Question: Can I trust a band gap on which nine functionals agree?

I work on ceramic membranes and need the band gap of cubic barium zirconate, BaZrO₃. Someone passed me these calculations, all done on the same fixed crystal cell with different density functionals.

ABINIT 10.8.3, plane-wave Kohn–Sham DFT with PAW datasets, for cubic BaZrO₃ (Pm-3m, 5 atoms, edge 4.191 Å), without spin polarisation or spin–orbit coupling. The plane-wave cutoff is 625.9 eV (fine grid 1224.5 eV), the k mesh 6×6×6 and the Fermi–Dirac smearing 0.05 eV. Gaps are taken from the bands along the path Γ–X–M–Γ–R–X.

```
functional        potentials  gap on path (eV)  direct gap on path (eV)
       LDA  JTH PAW LDA v2.0             3.085                    3.302
       PBE  JTH PAW PBE v2.0             3.196                    3.416
    PBEsol  JTH PAW PBE v2.0             3.114                    3.330
    revPBE  JTH PAW PBE v2.0             3.231                    3.451
      BLYP  JTH PAW PBE v2.0             3.286                    3.506
      AM05  JTH PAW PBE v2.0             3.130                    3.346
   HCTH407  JTH PAW PBE v2.0             3.320                    3.554
     SOGGA  JTH PAW PBE v2.0             3.088                    3.304
        WC  JTH PAW PBE v2.0             3.127                    3.347
```

I read "gap on path" as the smallest energy between the filled and the empty bands, and "direct gap on path" as the smallest one at a single wave vector. The rows look alike to me. May I take their average as the gap and their scatter as its uncertainty? If not, how could I have seen the problem in the numbers, and where does it come from?

Answer:

Two rough sizes are worth remembering here: the choice among these functionals moves the gap by about 0.2 eV, while all of them fall short of the real material by nearly 2 eV. The measured gap is near 5 eV, a rough figure that I recall and that isn't part of the table. Your average would put the onset of absorption close to the violet end of the visible spectrum, whereas the real ceramic starts to absorb only well into the ultraviolet. The scatter is therefore no uncertainty for the gap.

The way to recognise the failure is to set the spread of the rows beside their distance from an independent value. The lowest and highest gaps, from LDA and HCTH407, differ by 0.235 eV. Even the highest lies about 1.7 eV below the measured value, seven times the spread. If my recalled value were half an electronvolt too high, more than 1 eV would still separate it from every value in the "gap on path" column. An optical measurement may respond mainly to the direct gap, but the direct gaps in the table are only about 0.2 eV larger, so they fall far short too. An error that all rows share drops out when they are compared with one another, so their agreement can't reveal it.

A functional that describes the crystal well in other respects doesn't earn trust for the gap either. At this cell AM05 has almost no pressure, −0.13 GPa, so the cell is very close to the one it would choose for itself and, as far as I recall, also to the measured one. The AM05 gap is nevertheless an ordinary 3.130 eV. BLYP has a pressure of 9.28 GPa, a sign that it wants a clearly larger cell, and yet its gap is closer to experiment. Pressure tests how the energy of the ground state changes with volume; a gap asks what it costs to remove an electron and what is gained by adding one.

To see why the rows agree in their error, look first at what distinguishes them. LDA computes the exchange and correlation energy at each point from the electron density there. The other eight functionals also use the density gradient, that is, how steeply the density changes. They multiply the LDA exchange energy by an enhancement factor F, which depends on the reduced gradient s, a dimensionless measure of that steepness. A larger F at large s makes an uneven density more favourable.

The cleanest comparison is PBE with revPBE, which differ in a single constant, the one that limits how large F can become. Raising that limit widens the gap by 0.035 eV. SOGGA, WC, PBE and revPBE form a wider family: in their usual definitions they share the same correlation and differ only in exchange. Along this family, in that order, the gap grows by 0.143 eV, and an oxygen sphere holds 0.035 electrons more at the end than at the start.

The chemistry of the bands suggests why the two go together. In this oxide the highest filled states are mainly oxygen 2p and the lowest empty ones mainly zirconium 4d. A functional that rewards uneven density draws electrons closer to the oxygen nuclei, which should lower the filled states relative to the empty ones. The numbers show the charge and the gap rising together; that the oxygen levels are what moves is my interpretation, and these runs can't settle it, because levels from separate runs have no common zero.

A simple model turns this into an estimate: let the gap grow in proportion to F at one typical gradient, say s = 1. SOGGA and revPBE fix the line, and PBE, which played no part in fixing it, serves as the test. The defining formulas give

PBE: F − 1 = 0.2195 / (1 + 0.2195/0.804) = 0.1724

revPBE: F − 1 = 0.2195 / (1 + 0.2195/1.245) = 0.1866

SOGGA: F − 1 = 0.552 × [1 − ½/(1 + y) − ½ exp(−y)] = 0.1058, with y = (10/81)/0.552

PBE should therefore lie at this fraction of the way from SOGGA to revPBE:

(0.1724 − 0.1058) / (0.1866 − 0.1058) = 0.82

gap of PBE ≈ 3.088 eV + 0.82 × 0.143 eV = 3.21 eV

The calculation itself gave 3.196 eV, about 0.01 eV less. For WC, the other test, the model is off by about 0.02 eV. With s = 2 instead, WC fits better and PBE worse, so the model reproduces the order and rough size of the steps but neither identifies one true gradient nor proves the cause. The printed output after this answer holds these comparisons.

The model breaks down for LDA, whose gap it puts 0.18 eV too low, an error larger than the whole range of the family. LDA has no gradient term in exchange, but it has none in correlation either, and in functionals of the PBE type these two terms pull in opposite directions. Going from LDA to PBE thus adds a push and a counter-push, and exchange alone is a poor guide to the result. LDA also uses its own set of atomic potentials, and the table doesn't separate that effect from the first. The other eight rows all use potentials made for PBE, which are strictly consistent only with PBE itself, so the small steps between them carry an untested error too.

So the way these functionals use the gradient does affect the gap, but only weakly. Much of the large error is expected to have a different origin, which lies in what a gap means. The fundamental gap is the energy needed to take an electron out of one piece of crystal and put it into another, distant piece. With E(N) for the energy of a piece that holds N electrons,

fundamental gap = E(N − 1) + E(N + 1) − 2E(N)

The table lists something else: the distance between filled and empty levels in the crystal with N electrons, called the Kohn–Sham gap. In exact theory the two are related by

fundamental gap = Kohn–Sham gap + Δ

Here Δ is a jump in the exchange-correlation potential. As soon as the number of electrons passes the point at which the valence band is full, this potential rises by the same amount everywhere in the crystal. The extra electron then meets a higher potential than the empty levels of the neutral crystal had suggested.

No functional in the table can produce this jump. Suppose the added electron spreads over a million cells. Each cell then gains a millionth of an electron, and the density and its gradient hardly change anywhere. A potential computed from these local quantities hardly changes either, and in an infinite crystal its change vanishes. To notice that a new band has begun to fill, a functional needs information that the local density doesn't carry, for instance the orbitals themselves.

This is why exchanging one F in this family for another can't supply what is missing. It reshapes the potential of the neutral crystal and so shifts the Kohn–Sham gap, here only a little, but it leaves Δ at zero. HCTH407 comes closest to experiment because its Kohn–Sham gap is somewhat larger, not because it has gained the jump. The argument doesn't say that Δ accounts for the entire shortfall, since the Kohn–Sham gap of an approximate functional may be wrong as well. These calculations don't divide the error between the two.

Two effects left out of the calculation, spin–orbit coupling and the vibration of the atoms, also shift the gap. For band edges made mainly of oxygen and zirconium states, I'd expect both shifts to be well below the shortfall, so they don't excuse the functionals. There is also a caution about the barium potential. It comes from tests that the makers of the data did on other systems, where this potential stood apart from other sets; the runs shown here gave no such warning and don't test the point. Barium potentials from this family are used in every row, and the table doesn't show by how much they might shift the gap; since the band edges are mainly oxygen and zirconium, I'd expect the shift to be small beside the shortfall.

For your purpose, use the table to judge how sensitive the gap is to the choice among these nine functionals at this cell: one or two tenths of an electronvolt. Don't rank rows that differ by a few thousandths, such as LDA and SOGGA. For the gap itself, take a measurement or a method that includes the missing jump, for example a quasiparticle calculation. The same caution carries over to other insulating crystals: if every method compared is LDA or an ordinary gradient-corrected functional, their agreement may only reflect a shared error, usually a gap that is too small. Some gradient functionals are designed to give wider gaps, so this table doesn't speak for them.

The analysis program printed:

```
State of each row:
      row  gap eV  direct less smallest gap eV  pressure GPa  electrons in one O sphere
      LDA   3.085                        0.217         -4.75                      4.518
      PBE   3.196                         0.22           4.4                      4.547
   PBEsol   3.114                        0.216         -0.77                      4.523
   revPBE   3.231                         0.22             7                      4.552
     BLYP   3.286                         0.22          9.28                       4.57
     AM05    3.13                        0.216         -0.13                      4.525
  HCTH407    3.32                        0.234          5.61                      4.587
    SOGGA   3.088                        0.216         -1.72                      4.517
       WC   3.127                         0.22         -0.73                      4.531
Spread of the nine gaps in eV: 0.235
Spread in percent of the mean gap: 7.401
Shortfall of the largest gap against the rough measured gap in eV: 1.68
Shortfall of the smallest gap against the rough measured gap in eV: 1.915
Smallest shortfall divided by the spread: 7.149
Gap change from SOGGA to revPBE in eV: 0.143
Gap change from PBE to revPBE in eV: 0.035
WC predicted less computed gap with reduced gradient 1 in eV: 0.01814
PBE predicted less computed gap with reduced gradient 1 in eV: 0.009926
WC predicted less computed gap with reduced gradient 2 in eV: -0.002406
PBE predicted less computed gap with reduced gradient 2 in eV: -0.0265
LDA predicted less computed gap with reduced gradient 1 in eV: -0.1841
PBEsol predicted less computed gap with reduced gradient 1 in eV: -0.02376
Change of electrons in one O sphere from SOGGA to revPBE: 0.0351
```
